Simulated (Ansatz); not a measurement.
The following input was run with Ansatz 0.2.0.

```yaml
crystal:
  lattice:
    - [5.74, 0.0, 0.0]
    - [0.0, 4.64, 0.0]
    - [0.0, 0.0, 12.38]
  atoms:
    - { symbol: Rb, position: [0.047, 0.25, 0.893] }
    - { symbol: Rb, position: [0.453, 0.75, 0.393] }
    - { symbol: Rb, position: [0.547, 0.25, 0.607] }
    - { symbol: Rb, position: [0.953, 0.75, 0.107] }
basis:
  ecutwfc: 420
kpoints:
  mp_grid: { grid: [4, 4, 2] }
hamiltonian:
  xc: pbe
scf:
  occupations: { method: gaussian, width: 0.1 }
output:
  forces: true
  stress: true
  eigenvalues: true
relax:
  adjacent_minimum: "off"
  f_tol: 0.05
  max_steps: 80
  cell: { stress_tol: 0.5 }
```

Run as
```bash
ansatz run input.yaml --threads 1 --pin off --max-ram 2560MiB --backend cpu --events-out ev --progress --plain --runs-dir out
```

Level of theory: DFT PBE, scalar-relativistic, plane waves, PAW (Ansatz).

Abridged output:

```
Pseudopotentials: kind: paw
Pseudopotential: Rb, paw, valence charge 9, recommended cutoff 420 eV (normal)
Functional definition: PBE
Crystal: 4 atoms, lattice volume = 329.724 Å³
Basis set: ecut = 420 eV, 6489 PW (Γ), exchange–correlation on 80×64×180 points (8 copies of the dense FFT grid, shifted against one another)
Bands: 22, of which v1, the nominal top of the filled ones, is band 18 counted from 1 (17 counted from 0)
Symmetry: 8 space group operations
Space group: Pnma (ITA 62), of the structure as read, at distance tolerance 6.9e-5 Å
k-points: 18 of 32
Initial density: superposition of atomic densities (neutral atoms: chi_scale 0, normalization atom), corrected by the library's trained network
Initial wavefunctions: pseudopotential atomic-orbital guess
Functional: x = pbe(κ = 0.804, μ = 0.21951497), c = pbe(β = 0.06672455)
SCF iter   1: F=—  HF=-13067.995791 eV  |F-HF|=—  |Δ(HF+E_count)|=         —  Δρ=9.88e-4  dr2=8.92e-3  ethr=1.77e-3  ⟨swp⟩=8.1  Hψ=2004  notcnv=0
SCF iter   2: F=—  HF=-13067.997666 eV  |F-HF|=—  |Δ(HF+E_count)|=   1.88e-3  Δρ=7.31e-4  dr2=6.07e-3  ethr=2.48e-5  ⟨swp⟩=2.1  Hψ=778  notcnv=0  defer=2
SCF iter   3: F=—  HF=-13067.998263 eV  |F-HF|=—  |Δ(HF+E_count)|=   5.97e-4  Δρ=3.25e-4  dr2=1.29e-3  ethr=1.69e-5  ⟨swp⟩=1.8  Hψ=428  notcnv=0  defer=2
SCF iter   4: F=—  HF=-13067.998170 eV  |F-HF|=—  |Δ(HF+E_count)|=   9.25e-5  Δρ=1.96e-4  dr2=1.37e-4  ethr=3.58e-6  ⟨swp⟩=1.8  Hψ=428  notcnv=0  defer=2
SCF iter   5: F=—  HF=-13067.998240 eV  |F-HF|=—  |Δ(HF+E_count)|=   6.96e-5  Δρ=5.03e-5  dr2=1.89e-5  ethr=3.81e-7  ⟨swp⟩=2.6  Hψ=614  notcnv=0  defer=2
SCF iter   6: F=—  HF=-13067.998270 eV  |F-HF|=—  |Δ(HF+E_count)|=   3.03e-5  Δρ=1.94e-5  dr2=1.27e-6  ethr=5.24e-8  ⟨swp⟩=2.6  Hψ=658  notcnv=0  defer=2
SCF iter   7: F=—  HF=-13067.998271 eV  |F-HF|=—  |Δ(HF+E_count)|=   6.65e-7  Δρ=3.52e-6  dr2=1.01e-7  ethr=3.53e-9  ⟨swp⟩=2.8  Hψ=660  notcnv=0  defer=2
SCF iter   8: F=-13067.998271 eV  HF=-13067.998271 eV  |F-HF|=2.01e-9  |Δ(HF+E_count)|=   7.65e-8  Δρ=1.49e-6  dr2=2.59e-8  ethr=2.78e-10  ⟨swp⟩=7.6  Hψ=1927  notcnv=0
SCF 1 converged in 8 iterations: F = -13067.998271 eV  dr2 = 2.59e-8
relax step   1: F+E_penalty+E_count = -13067.99827105 eV  Δ(F+E_penalty+E_count) = +0.000e0 eV  max|allowed force component| = 7.432e-1 eV/Å  Δτ_max = 0.0000 Å  P = +1.166 GPa  Ω = 329.724 Å³  (8 SCF iters, dr2 threshold 1.00e-7 eV, accepted)
Crystal: 4 atoms, lattice volume = 334.788 Å³
Basis set: ecut = 420 eV, 6539 PW (Γ), exchange–correlation on 80×64×180 points (8 copies of the dense FFT grid, shifted against one another)
Initial density: handed on by an earlier stage of this run
Initial wavefunctions: those handed on with the density
SCF iter   1: F=—  HF=-13068.291472 eV  |F-HF|=—  |Δ(HF+E_count)|=         —  Δρ=5.87e-4  dr2=3.00e-3  ethr=8.71e-6  ⟨swp⟩=3.4  Hψ=3002  notcnv=0
SCF iter   2: F=—  HF=-13068.290992 eV  |F-HF|=—  |Δ(HF+E_count)|=   4.79e-4  Δρ=3.25e-4  dr2=1.28e-3  ethr=8.35e-6  ⟨swp⟩=1.0  Hψ=396  notcnv=0
SCF iter   3: F=—  HF=-13068.290743 eV  |F-HF|=—  |Δ(HF+E_count)|=   2.50e-4  Δρ=1.05e-4  dr2=1.50e-4  ethr=3.54e-6  ⟨swp⟩=2.3  Hψ=652  notcnv=0
SCF iter   4: F=—  HF=-13068.290750 eV  |F-HF|=—  |Δ(HF+E_count)|=   7.54e-6  Δρ=2.70e-5  dr2=4.07e-6  ethr=4.17e-7  ⟨swp⟩=2.8  Hψ=650  notcnv=0
SCF iter   5: F=—  HF=-13068.290752 eV  |F-HF|=—  |Δ(HF+E_count)|=   1.42e-6  Δρ=7.68e-6  dr2=4.33e-7  ethr=1.13e-8  ⟨swp⟩=2.8  Hψ=666  notcnv=0
SCF iter   6: F=-13068.290752 eV  HF=-13068.290752 eV  |F-HF|=1.51e-8  |Δ(HF+E_count)|=   3.67e-7  Δρ=2.19e-6  dr2=4.62e-8  ethr=1.11e-9  ⟨swp⟩=7.1  Hψ=1806  notcnv=0
SCF 2 converged in 6 iterations: F = -13068.290752 eV  dr2 = 4.62e-8
relax step   2: F+E_penalty+E_count = -13068.29075198 eV  Δ(F+E_penalty+E_count) = -2.925e-1 eV  max|allowed force component| = 5.488e-1 eV/Å  Δτ_max = 0.0713 Å  P = +0.954 GPa  Ω = 334.788 Å³  energy of the carried Pulay correction = -6.433e-6 eV  (6 SCF iters, dr2 threshold 4.00e-7 eV, accepted)
Crystal: 4 atoms, lattice volume = 351.254 Å³
Basis set: ecut = 420 eV, 6845 PW (Γ), exchange–correlation on 80×64×180 points (8 copies of the dense FFT grid, shifted against one another)
SCF iter   1: F=—  HF=-13068.754122 eV  |F-HF|=—  |Δ(HF+E_count)|=         —  Δρ=1.06e-3  dr2=1.18e-2  ethr=3.23e-5  ⟨swp⟩=1.6  Hψ=2779  notcnv=0
SCF iter   2: F=—  HF=-13068.752427 eV  |F-HF|=—  |Δ(HF+E_count)|=   1.70e-3  Δρ=6.04e-4  dr2=5.13e-3  ethr=3.23e-5  ⟨swp⟩=1.0  Hψ=396  notcnv=0
SCF iter   3: F=—  HF=-13068.751635 eV  |F-HF|=—  |Δ(HF+E_count)|=   7.91e-4  Δρ=1.79e-4  dr2=4.84e-4  ethr=1.43e-5  ⟨swp⟩=2.8  Hψ=650  notcnv=0
SCF iter   4: F=—  HF=-13068.751615 eV  |F-HF|=—  |Δ(HF+E_count)|=   2.05e-5  Δρ=4.56e-5  dr2=1.11e-5  ethr=1.35e-6  ⟨swp⟩=2.8  Hψ=656  notcnv=0
SCF iter   5: F=—  HF=-13068.751616 eV  |F-HF|=—  |Δ(HF+E_count)|=   8.40e-7  Δρ=1.41e-5  dr2=1.56e-6  ethr=3.08e-8  ⟨swp⟩=2.8  Hψ=687  notcnv=0
SCF iter   6: F=-13068.751617 eV  HF=-13068.751617 eV  |F-HF|=6.42e-8  |Δ(HF+E_count)|=   1.29e-6  Δρ=3.77e-6  dr2=1.49e-7  ethr=1.11e-9  ⟨swp⟩=7.6  Hψ=1954  notcnv=0
SCF 3 converged in 6 iterations: F = -13068.751617 eV  dr2 = 1.49e-7
relax step   3: F+E_penalty+E_count = -13068.75161708 eV  Δ(F+E_penalty+E_count) = -4.609e-1 eV  max|allowed force component| = 1.690e-1 eV/Å  Δτ_max = 0.1944 Å  P = +0.542 GPa  Ω = 351.254 Å³  energy of the carried Pulay correction = -2.669e-5 eV  (6 SCF iters, dr2 threshold 4.00e-7 eV, accepted)
Crystal: 4 atoms, lattice volume = 368.621 Å³
Basis set: ecut = 420 eV, 7211 PW (Γ), exchange–correlation on 80×64×180 points (8 copies of the dense FFT grid, shifted against one another)
SCF iter   1: F=—  HF=-13068.952274 eV  |F-HF|=—  |Δ(HF+E_count)|=         —  Δρ=6.37e-4  dr2=4.68e-3  ethr=1.21e-5  ⟨swp⟩=2.6  Hψ=3033  notcnv=0
SCF iter   2: F=—  HF=-13068.951864 eV  |F-HF|=—  |Δ(HF+E_count)|=   4.10e-4  Δρ=3.91e-4  dr2=2.31e-3  ethr=1.21e-5  ⟨swp⟩=1.0  Hψ=396  notcnv=0
SCF iter   3: F=—  HF=-13068.951712 eV  |F-HF|=—  |Δ(HF+E_count)|=   1.52e-4  Δρ=1.43e-4  dr2=3.25e-4  ethr=6.41e-6  ⟨swp⟩=2.6  Hψ=654  notcnv=0
SCF iter   4: F=—  HF=-13068.951708 eV  |F-HF|=—  |Δ(HF+E_count)|=   4.29e-6  Δρ=4.14e-5  dr2=1.33e-5  ethr=9.03e-7  ⟨swp⟩=2.7  Hψ=649  notcnv=0
SCF iter   5: F=—  HF=-13068.951714 eV  |F-HF|=—  |Δ(HF+E_count)|=   6.60e-6  Δρ=1.58e-5  dr2=2.44e-6  ethr=3.69e-8  ⟨swp⟩=1.9  Hψ=456  notcnv=0
SCF iter   6: F=-13068.951716 eV  HF=-13068.951716 eV  |F-HF|=1.61e-7  |Δ(HF+E_count)|=   1.83e-6  Δρ=4.70e-6  dr2=1.66e-7  ethr=1.11e-9  ⟨swp⟩=5.7  Hψ=2090  notcnv=0
SCF 4 converged in 6 iterations: F = -13068.951716 eV  dr2 = 1.66e-7
relax step   4: F+E_penalty+E_count = -13068.95171646 eV  Δ(F+E_penalty+E_count) = -2.001e-1 eV  max|allowed force component| = 1.010e-1 eV/Å  Δτ_max = 0.1938 Å  P = +0.266 GPa  Ω = 368.621 Å³  energy of the carried Pulay correction = -4.702e-5 eV  (6 SCF iters, dr2 threshold 4.00e-7 eV, accepted)
Crystal: 4 atoms, lattice volume = 381.585 Å³
Basis set: ecut = 420 eV, 7433 PW (Γ), exchange–correlation on 80×64×180 points (8 copies of the dense FFT grid, shifted against one another)
SCF iter   1: F=—  HF=-13069.065408 eV  |F-HF|=—  |Δ(HF+E_count)|=         —  Δρ=4.95e-4  dr2=2.67e-3  ethr=8.49e-6  ⟨swp⟩=3.3  Hψ=3014  notcnv=0
SCF iter   2: F=—  HF=-13069.065288 eV  |F-HF|=—  |Δ(HF+E_count)|=   1.20e-4  Δρ=2.89e-4  dr2=1.18e-3  ethr=7.42e-6  ⟨swp⟩=1.2  Hψ=432  notcnv=0
SCF iter   3: F=—  HF=-13069.065361 eV  |F-HF|=—  |Δ(HF+E_count)|=   7.33e-5  Δρ=1.06e-4  dr2=1.83e-4  ethr=3.28e-6  ⟨swp⟩=2.8  Hψ=664  notcnv=0
SCF iter   4: F=—  HF=-13069.065353 eV  |F-HF|=—  |Δ(HF+E_count)|=   8.65e-6  Δρ=3.05e-5  dr2=8.20e-6  ethr=5.08e-7  ⟨swp⟩=2.2  Hψ=640  notcnv=0
SCF iter   5: F=—  HF=-13069.065357 eV  |F-HF|=—  |Δ(HF+E_count)|=   4.18e-6  Δρ=1.13e-5  dr2=1.42e-6  ethr=2.28e-8  ⟨swp⟩=2.8  Hψ=668  notcnv=0
SCF iter   6: F=-13069.065358 eV  HF=-13069.065358 eV  |F-HF|=7.89e-8  |Δ(HF+E_count)|=   9.73e-7  Δρ=3.40e-6  dr2=8.91e-8  ethr=1.11e-9  ⟨swp⟩=7.2  Hψ=1874  notcnv=0
SCF 5 converged in 6 iterations: F = -13069.065358 eV  dr2 = 8.91e-8
relax step   5: F+E_penalty+E_count = -13069.06535788 eV  Δ(F+E_penalty+E_count) = -1.136e-1 eV  max|allowed force component| = 7.883e-2 eV/Å  Δτ_max = 0.1976 Å  P = +0.089 GPa  Ω = 381.585 Å³  energy of the carried Pulay correction = -6.156e-5 eV  (6 SCF iters, dr2 threshold 4.00e-7 eV, accepted)
Crystal: 4 atoms, lattice volume = 388.190 Å³
Basis set: ecut = 420 eV, 7563 PW (Γ), exchange–correlation on 80×64×180 points (8 copies of the dense FFT grid, shifted against one another)
SCF iter   1: F=—  HF=-13069.142071 eV  |F-HF|=—  |Δ(HF+E_count)|=         —  Δρ=4.21e-4  dr2=1.83e-3  ethr=5.73e-6  ⟨swp⟩=3.6  Hψ=3001  notcnv=0
SCF iter   2: F=—  HF=-13069.142049 eV  |F-HF|=—  |Δ(HF+E_count)|=   2.21e-5  Δρ=2.43e-4  dr2=7.94e-4  ethr=5.08e-6  ⟨swp⟩=1.9  Hψ=612  notcnv=0
SCF iter   3: F=—  HF=-13069.142178 eV  |F-HF|=—  |Δ(HF+E_count)|=   1.29e-4  Δρ=8.30e-5  dr2=9.09e-5  ethr=2.20e-6  ⟨swp⟩=2.4  Hψ=630  notcnv=0
SCF iter   4: F=—  HF=-13069.142204 eV  |F-HF|=—  |Δ(HF+E_count)|=   2.69e-5  Δρ=1.95e-5  dr2=4.19e-6  ethr=2.53e-7  ⟨swp⟩=2.8  Hψ=669  notcnv=0
SCF iter   5: F=—  HF=-13069.142207 eV  |F-HF|=—  |Δ(HF+E_count)|=   2.22e-6  Δρ=6.90e-6  dr2=5.99e-7  ethr=1.16e-8  ⟨swp⟩=1.8  Hψ=434  notcnv=0
SCF iter   6: F=-13069.142207 eV  HF=-13069.142207 eV  |F-HF|=3.45e-8  |Δ(HF+E_count)|=   3.60e-7  Δρ=2.13e-6  dr2=4.11e-8  ethr=1.08e-9  ⟨swp⟩=7.0  Hψ=1801  notcnv=0
SCF 6 converged in 6 iterations: F = -13069.142207 eV  dr2 = 4.11e-8
relax step   6: F+E_penalty+E_count = -13069.14220704 eV  Δ(F+E_penalty+E_count) = -7.685e-2 eV  max|allowed force component| = 5.955e-2 eV/Å  Δτ_max = 0.1964 Å  P = -0.011 GPa  Ω = 388.190 Å³  energy of the carried Pulay correction = -6.876e-5 eV  (6 SCF iters, dr2 threshold 3.88e-7 eV, accepted)
Crystal: 4 atoms, lattice volume = 384.880 Å³
Basis set: ecut = 420 eV, 7505 PW (Γ), exchange–correlation on 80×64×180 points (8 copies of the dense FFT grid, shifted against one another)
SCF iter   1: F=—  HF=-13069.193931 eV  |F-HF|=—  |Δ(HF+E_count)|=         —  Δρ=4.04e-4  dr2=1.67e-3  ethr=4.94e-6  ⟨swp⟩=2.8  Hψ=2791  notcnv=0
SCF iter   2: F=—  HF=-13069.193937 eV  |F-HF|=—  |Δ(HF+E_count)|=   5.90e-6  Δρ=2.11e-4  dr2=5.78e-4  ethr=4.64e-6  ⟨swp⟩=2.0  Hψ=645  notcnv=0
SCF iter   3: F=—  HF=-13069.194102 eV  |F-HF|=—  |Δ(HF+E_count)|=   1.65e-4  Δρ=6.37e-5  dr2=4.66e-5  ethr=1.61e-6  ⟨swp⟩=2.3  Hψ=625  notcnv=0
SCF iter   4: F=—  HF=-13069.194113 eV  |F-HF|=—  |Δ(HF+E_count)|=   1.14e-5  Δρ=1.09e-5  dr2=9.26e-7  ethr=1.29e-7  ⟨swp⟩=2.7  Hψ=660  notcnv=0
SCF iter   5: F=-13069.194114 eV  HF=-13069.194114 eV  |F-HF|=7.39e-8  |Δ(HF+E_count)|=   1.03e-6  Δρ=2.90e-6  dr2=8.33e-8  ethr=6.16e-10  ⟨swp⟩=7.7  Hψ=1925  notcnv=0
SCF 7 converged in 5 iterations: F = -13069.194114 eV  dr2 = 8.33e-8
relax step   7: F+E_penalty+E_count = -13069.19411446 eV  Δ(F+E_penalty+E_count) = -5.191e-2 eV  max|allowed force component| = 3.421e-2 eV/Å  Δτ_max = 0.2000 Å  P = -0.028 GPa  Ω = 384.880 Å³  energy of the carried Pulay correction = -6.517e-5 eV  (5 SCF iters, dr2 threshold 2.22e-7 eV, accepted)
Crystal: 4 atoms, lattice volume = 378.954 Å³
Basis set: ecut = 420 eV, 7373 PW (Γ), exchange–correlation on 80×64×180 points (8 copies of the dense FFT grid, shifted against one another)
SCF iter   1: F=—  HF=-13069.213632 eV  |F-HF|=—  |Δ(HF+E_count)|=         —  Δρ=3.99e-4  dr2=1.72e-3  ethr=5.03e-6  ⟨swp⟩=2.9  Hψ=2819  notcnv=0
SCF iter   2: F=—  HF=-13069.213630 eV  |F-HF|=—  |Δ(HF+E_count)|=   2.66e-6  Δρ=2.13e-4  dr2=6.15e-4  ethr=4.79e-6  ⟨swp⟩=2.0  Hψ=647  notcnv=0
SCF iter   3: F=—  HF=-13069.213785 eV  |F-HF|=—  |Δ(HF+E_count)|=   1.55e-4  Δρ=6.44e-5  dr2=4.96e-5  ethr=1.71e-6  ⟨swp⟩=2.3  Hψ=626  notcnv=0
SCF iter   4: F=—  HF=-13069.213732 eV  |F-HF|=—  |Δ(HF+E_count)|=   5.29e-5  Δρ=1.14e-5  dr2=1.00e-6  ethr=1.38e-7  ⟨swp⟩=2.3  Hψ=624  notcnv=0
SCF iter   5: F=—  HF=-13069.213737 eV  |F-HF|=—  |Δ(HF+E_count)|=   4.49e-6  Δρ=3.00e-6  dr2=8.72e-8  ethr=2.78e-9  ⟨swp⟩=1.9  Hψ=571  notcnv=0
SCF iter   6: F=—  HF=-13069.213737 eV  |F-HF|=—  |Δ(HF+E_count)|=   8.60e-8  Δρ=7.55e-7  dr2=5.10e-9  ethr=2.42e-10  ⟨swp⟩=2.2  Hψ=514  notcnv=0
SCF iter   7: F=-13069.213737 eV  HF=-13069.213737 eV  |F-HF|=2.53e-10  |Δ(HF+E_count)|=   5.38e-9  Δρ=1.87e-7  dr2=3.27e-10  ethr=1.11e-11  ⟨swp⟩=5.9  Hψ=1697  notcnv=0
SCF 8 converged in 7 iterations: F = -13069.213737 eV  dr2 = 3.27e-10
relax step   8: F+E_penalty+E_count = -13069.21373665 eV  Δ(F+E_penalty+E_count) = -1.962e-2 eV  max|allowed force component| = 1.706e-2 eV/Å  Δτ_max = 0.1963 Å  P =  0.000 GPa  Ω = 378.954 Å³  energy of the carried Pulay correction = -5.865e-5 eV  (7 SCF iters, accepted)
Basis set: ecut = 420 eV, 7373 PW (Γ), exchange–correlation on 72×64×216 points (8 copies of the dense FFT grid, shifted against one another)
Initial wavefunctions: pseudopotential atomic-orbital guess (no wavefunctions were taken with the density)
SCF iter   1: F=—  HF=-13069.213852 eV  |F-HF|=—  |Δ(HF+E_count)|=         —  Δρ=4.19e-5  dr2=1.01e-6  ethr=2.40e-7  ⟨swp⟩=5.2  Hψ=3389  notcnv=0
SCF iter   2: F=—  HF=-13069.214027 eV  |F-HF|=—  |Δ(HF+E_count)|=   1.76e-4  Δρ=2.16e-5  dr2=2.52e-7  ethr=2.80e-9  ⟨swp⟩=2.4  Hψ=715  notcnv=0
SCF iter   3: F=-13069.214028 eV  HF=-13069.214028 eV  |F-HF|=1.17e-9  |Δ(HF+E_count)|=   7.16e-7  Δρ=1.01e-6  dr2=1.81e-9  ethr=1.11e-11  ⟨swp⟩=5.4  Hψ=2266  notcnv=0
SCF 9 converged in 3 iterations: F = -13069.214028 eV  dr2 = 1.81e-9
SCF converged after 3 iterations
Free energy (F): -13069.214028 eV
Harris-Foulkes:  -13069.214028 eV  (|F-HF|=1.17e-9)
Internal energy: -13069.192096 eV  (E = F + TS)
E sigma→0 (E₀):  -13069.203062 eV
Entropy (-TS):   -0.021932 eV (-5.483 meV/atom)
Fermi energy:    1.853341 eV
--- Per-component energies (eV) ---
  E_band       = -483.166107
  E_kinetic    = 762.678050
  E_local      = -2891.361225  (includes V_loc(G=0)·N_el)
  E_nonlocal   = 694.402743
  E_hartree    = 819.675234
  E_xc         = -516.800425
  E_vxc        = -540.346659  (∫ρ·V_xc dr)
  E_paw        = -10472.086297  (= ΣΔE_a)
  E_vpaw       = -147.888416  (= ΣTr[D̂ρ^β])
  E_aug_tail   = -0.000004  (compensation charges beyond the density's cutoff)
  E_ewald      = -1465.700172
  E_smearing   = -0.021932  (= −TS)
--- Forces (eV/Å), atoms counted from 1 ---
  atom   1  Rb    -0.00226415     0.00000000    -0.01704924
  atom   2  Rb     0.00226415     0.00000000    -0.01704924
  atom   3  Rb    -0.00226415     0.00000000     0.01704924
  atom   4  Rb     0.00226415     0.00000000     0.01704924
--- Stress (GPa, compression-positive) ---
       -0.052529       0.000000       0.000000
        0.000000      -0.022281       0.000000
        0.000000       0.000000       0.077754
  P = ⅓ Tr σ = 0.0010 GPa (0.010 kbar)
--- Band table (eV; the first three rows and the last of 18) ---
  k-point 0: bands = ["-27.1742", "-27.1717", "-27.1714", "-27.1688", "-11.3148", "-11.2683", "-11.2623", "-11.2600", "-11.2409", "-11.2375", "-11.2278", "-11.2211", "-11.2181", "-11.2139", "-11.2123", "-11.2055", "-0.1337", "0.5879", "0.7589", "2.3316", "2.9376", "3.7452"]
  k-point 1: bands = ["-27.1735", "-27.1735", "-27.1696", "-27.1696", "-11.3005", "-11.3005", "-11.2541", "-11.2541", "-11.2291", "-11.2291", "-11.2252", "-11.2252", "-11.2242", "-11.2242", "-11.2082", "-11.2082", "0.0734", "0.0734", "1.5586", "1.5586", "3.5796", "3.5796"]
  k-point 2: bands = ["-27.1722", "-27.1702", "-27.1697", "-27.1677", "-11.3065", "-11.2860", "-11.2684", "-11.2678", "-11.2587", "-11.2570", "-11.2522", "-11.2372", "-11.2361", "-11.2333", "-11.2171", "-11.2132", "0.3773", "1.0667", "1.2098", "2.8213", "3.0187", "3.3886"]
  k-point 17: bands = ["-27.1678", "-27.1678", "-27.1678", "-27.1678", "-11.3118", "-11.3118", "-11.3118", "-11.3118", "-11.2712", "-11.2712", "-11.2712", "-11.2712", "-11.2327", "-11.2327", "-11.2327", "-11.2327", "2.6725", "2.6725", "2.6725", "2.6725", "3.2955", "3.2955"]
--- Relaxed structure (8 steps of the walk, 8 accepted, 1 SCFs on fresh bases) ---
  F+E_penalty+E_count = -13069.21402822 eV   max|allowed force component| = 1.705e-2 eV/Å   (the final SCF, on the basis selected at the relaxed cell)
  cell:  # Å, volume = 378.9536 Å³
    - [5.34628767, 0.0, 0.0]
    - [0.0, 4.72574868, 0.0]
    - [0.0, 0.0, 14.99902682]
  atoms:
    - { symbol: Rb, position: [0.25190408, 0.25000000, 0.88294501] }
    - { symbol: Rb, position: [0.24809591, 0.75, 0.38294501] }
    - { symbol: Rb, position: [0.75190408, 0.25000000, 0.61705498] }
    - { symbol: Rb, position: [0.74809591, 0.75, 0.11705498] }
```

The relaxation met its thresholds.

The run took 65 s on 1 thread of Arm Neoverse V1 (shared host), peak memory 0.5 GiB.

The k mesh is coarse.